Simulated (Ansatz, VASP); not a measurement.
**CrO2 in VASP and in Ansatz**

```
CELL_PARAMETERS angstrom
0.00000 2.38307 2.38307
2.38307 0.00000 2.38307
2.38307 2.38307 0.00000
ATOMIC_POSITIONS crystal
Cr 0.99589 0.00613 0.00685
O 0.24710 0.24025 0.25837
O 0.75672 0.73935 0.75510
```

Change from the starting cell: atoms moved at random, drawn with an rms of 0.05 Å.

Alike in both runs: task single point; functional PBE; k mesh 10 × 10 × 10; occupations fermi-dirac, width 0.05 eV; collinear spin, ferromagnetic start.

|  | VASP | Ansatz |
| --- | --- | --- |
| version | VASP 6.6.1 | Ansatz 0.2.0 |
| potentials or method | VASP PAW PBE potentials, release 64 (Cr_pv, O) | Ansatz PAW |
| plane-wave cutoff (eV) | 520 | 420 |
| valence electrons in the cell | 24 | 26 |

```csv
,VASP,Ansatz,Ansatz less VASP
gap on the k mesh at the Fermi level (eV),0.35,0.40,+0.051
least direct gap on the mesh (eV),0.39,0.44,+0.051
pressure (GPa),-7.6,-8.2,-0.66
largest component of the traceless stress (GPa),0.67,0.64,-0.029
rms of the force components (eV/Å),0.200,0.195,-0.0054
net moment per atom (μB),0.67,0.67,0.000
size of the moment on the site where the two differ most (μB),2.20,1.89,-0.316
```

Site moments also hang on the region over which each program counts them. Atom by atom the forces differ by 0.007 eV/Å (rms over components). The two sets of potentials don't hold the same shells in valence.

Caveats: a cell with one magnetic atom can't hold antiferromagnetic order, which such compounds often take; the pressure holds a Pulay correction of +0.9 GPa for the finite cutoff (Ansatz). A k mesh can miss the band edges.
